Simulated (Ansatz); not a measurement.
## Zincblende alloy of InAs and AlAs (4 of 64 In sites exchanged), 128 atoms

Ansatz, PAW, plane waves. PBEsol relaxation of volume and atoms (shape held) at the single k point (½, ½, ½); single points on the relaxed atoms at the Γ point alone, onto which points of the small cell's zone fold. Arrangement: quasirandom. No spin–orbit coupling unless named.

Relaxed structure:

```cif
data_structure
_symmetry_space_group_name_H-M 'P 1'
_symmetry_Int_Tables_number 1
_cell_length_a 17.1375
_cell_length_b 17.1375
_cell_length_c 17.1375
_cell_angle_alpha 60.000
_cell_angle_beta 60.000
_cell_angle_gamma 60.000
_cell_volume 3558.97
loop_
_atom_site_label
_atom_site_type_symbol
_atom_site_fract_x
_atom_site_fract_y
_atom_site_fract_z
_atom_site_occupancy
In1 In 0.99997 0.00047 0.99988 1
In2 In 0.50047 0.00208 0.00017 1
In3 In 0.00032 0.50021 0.99982 1
In4 In 0.00014 0.00015 0.49984 1
In5 In 0.25408 0.25047 0.24822 1
In6 In 0.50021 0.49566 0.00240 1
In7 In 0.50014 0.00265 0.49772 1
In8 In 0.74698 0.25072 0.24991 1
In9 In 0.00208 0.50047 0.49996 1
In10 In 0.25025 0.74839 0.25177 1
In11 In 0.25050 0.25229 0.74791 1
In12 In 0.49758 0.50001 0.50004 1
In13 In 0.74969 0.75096 0.24964 1
In14 In 0.74787 0.25009 0.75244 1
In15 In 0.75029 0.75021 0.74960 1
In16 In 0.99981 0.00043 0.24995 1
In17 In 0.25205 0.25068 0.00017 1
In18 In 0.50005 0.00400 0.24831 1
In19 In 0.74542 0.25036 0.00215 1
In20 In 0.00051 0.50013 0.24990 1
In21 In 0.25035 0.75021 0.99735 1
In22 In 0.00217 0.99823 0.74994 1
In23 In 0.25239 0.25209 0.49816 1
In24 In 0.49826 0.49758 0.25180 1
In25 In 0.75017 0.75039 0.99987 1
In26 In 0.49966 0.00061 0.74989 1
In27 In 0.74967 0.25072 0.49975 1
In28 In 0.00220 0.50048 0.74790 1
In29 In 0.25032 0.74781 0.50192 1
In30 In 0.49792 0.50063 0.75196 1
In31 In 0.74994 0.75036 0.49978 1
In32 In 0.99979 0.25042 0.00007 1
In33 In 0.25024 0.00005 0.25004 1
In34 In 0.74801 0.00244 0.24978 1
In35 In 0.00191 0.75024 0.99808 1
In36 In 0.00005 0.25060 0.49979 1
In37 In 0.25249 0.49861 0.25156 1
In38 In 0.49977 0.75020 0.99992 1
In39 In 0.25039 0.99771 0.74982 1
In40 In 0.49820 0.25262 0.49677 1
In41 In 0.74978 0.50003 0.24999 1
In42 In 0.75022 0.00008 0.74985 1
In43 In 0.00226 0.74824 0.50001 1
In44 In 0.25036 0.50228 0.74731 1
In45 In 0.49797 0.75005 0.50198 1
In46 In 0.75007 0.50028 0.74985 1
In47 In 0.25053 0.00008 0.99943 1
In48 In 0.74796 0.00229 0.99969 1
In49 In 0.00007 0.25050 0.24988 1
In50 In 0.25222 0.50053 0.99751 1
In51 In 0.25023 0.99805 0.50204 1
In52 In 0.74968 0.50026 0.99982 1
In53 In 0.75000 0.00015 0.50013 1
In54 In 0.00003 0.75008 0.25002 1
In55 In 0.99996 0.25045 0.74978 1
In56 In 0.50038 0.75027 0.25009 1
In57 In 0.50044 0.25091 0.75148 1
In58 In 0.74961 0.50037 0.50004 1
In59 In 0.00181 0.75074 0.75029 1
In60 In 0.49775 0.75031 0.74986 1
Al1 Al 0.24979 0.74950 0.74923 1
Al2 Al 0.49958 0.25034 0.00075 1
Al3 Al 0.49946 0.24967 0.24687 1
Al4 Al 0.24931 0.50017 0.49945 1
As1 As 0.06269 0.06271 0.06233 1
As2 As 0.55925 0.07268 0.05942 1
As3 As 0.06373 0.56203 0.06204 1
As4 As 0.06245 0.06275 0.56234 1
As5 As 0.32225 0.30986 0.30937 1
As6 As 0.56138 0.56176 0.06332 1
As7 As 0.56186 0.06421 0.56198 1
As8 As 0.81163 0.31235 0.31195 1
As9 As 0.07193 0.55981 0.55935 1
As10 As 0.31259 0.81227 0.31370 1
As11 As 0.31261 0.31410 0.81222 1
As12 As 0.56118 0.56152 0.56332 1
As13 As 0.81173 0.81404 0.31204 1
As14 As 0.81158 0.31259 0.81375 1
As15 As 0.30893 0.80873 0.80838 1
As16 As 0.81368 0.81239 0.81215 1
As17 As 0.06255 0.06278 0.31232 1
As18 As 0.32205 0.31097 0.05869 1
As19 As 0.55949 0.07239 0.30913 1
As20 As 0.81144 0.31251 0.06210 1
As21 As 0.06400 0.56191 0.31218 1
As22 As 0.31190 0.81164 0.06267 1
As23 As 0.06269 0.06275 0.81228 1
As24 As 0.30963 0.32270 0.55904 1
As25 As 0.56202 0.56189 0.31210 1
As26 As 0.81289 0.81377 0.06129 1
As27 As 0.56254 0.06300 0.81237 1
As28 As 0.81152 0.31249 0.56381 1
As29 As 0.06268 0.56307 0.81226 1
As30 As 0.30918 0.80869 0.57159 1
As31 As 0.56229 0.56198 0.81388 1
As32 As 0.81383 0.81194 0.56192 1
As33 As 0.06373 0.31259 0.06210 1
As34 As 0.31239 0.06205 0.31349 1
As35 As 0.55553 0.30582 0.06804 1
As36 As 0.81215 0.06300 0.31249 1
As37 As 0.06261 0.81277 0.06234 1
As38 As 0.06386 0.31265 0.56153 1
As39 As 0.30968 0.55966 0.32199 1
As40 As 0.56237 0.81373 0.06219 1
As41 As 0.31190 0.06315 0.81114 1
As42 As 0.56186 0.31224 0.56252 1
As43 As 0.81243 0.56296 0.31212 1
As44 As 0.81367 0.06184 0.81206 1
As45 As 0.06268 0.81261 0.56265 1
As46 As 0.30924 0.57180 0.80833 1
As47 As 0.56214 0.81407 0.56152 1
As48 As 0.81377 0.56250 0.81154 1
As49 As 0.31278 0.06276 0.06224 1
As50 As 0.81229 0.06279 0.06227 1
As51 As 0.06489 0.31232 0.31139 1
As52 As 0.31254 0.56247 0.06335 1
As53 As 0.31246 0.06382 0.56204 1
As54 As 0.55815 0.30871 0.30729 1
As55 As 0.81248 0.56273 0.06225 1
As56 As 0.81250 0.06291 0.56229 1
As57 As 0.06251 0.81275 0.31232 1
As58 As 0.06263 0.31279 0.81231 1
As59 As 0.30875 0.55910 0.55856 1
As60 As 0.56131 0.81484 0.31278 1
As61 As 0.55862 0.31109 0.82254 1
As62 As 0.81365 0.56254 0.56202 1
As63 As 0.07221 0.80966 0.80944 1
As64 As 0.56176 0.81255 0.81190 1
```

What are the mean bond lengths by pair (pairs within 1.2 times the sum of covalent radii, less contacts 15 % beyond the pair's median; cation–cation pairs of compounds aside; long ionic contacts are cut short by that bound)?

Al–As 2.487 ± 0.007 Å (standard deviation, 16 bonds); As–In 2.633 ± 0.008 Å (standard deviation, 240 bonds).

What gap lies between the top filled and the lowest empty level in the single points?

HSE06 0.60 eV (5.4 min on NVIDIA GB300).
